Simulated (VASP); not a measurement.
TaN:

```
CELL_PARAMETERS angstrom
0.00000 2.17900 2.17900
2.17900 0.00000 2.17900
2.17900 2.17900 0.00000
ATOMIC_POSITIONS crystal
Ta 0.50000 0.50000 0.50000
N 0.00000 0.00000 0.00000
```

Base run:

```yaml
Program: VASP 6.6.1
Functional: PBE
Potentials_or_basis: VASP PAW PBE potentials, release 64 (Ta_pv, N)
Cutoff: 520 eV
k_mesh: 7 × 7 × 7
Occupations: gaussian, width 0.05 eV
Spin: collinear spin, random start
Starting_moments: "[-0.17, 0.0] μB"
```

Its results: band gap on the k mesh none (metal or under the smearing width); pressure 15.3 GPa; net moment 0.00 μB per cell.

Q: The run is repeated on the same cell with these changes: moments at the start from [-0.17, 0.0] to [0.42, 0.0]; hubbard terms from none to Ta d U = 7 eV. What comes out?

A: Band gap on the k mesh none (metal or under the smearing width); pressure 38.9 GPa; net moment 0.00 μB per cell.

Caveats: so large a pressure means that the cell lies far from this level's equilibrium, or that cutoff or potentials fall short (some runs); a pressure of tens of GPa on the cell as given is suspect, and the run, the potentials or the cell itself is likely at fault (some runs).

Not every run made on this cell is shown here.
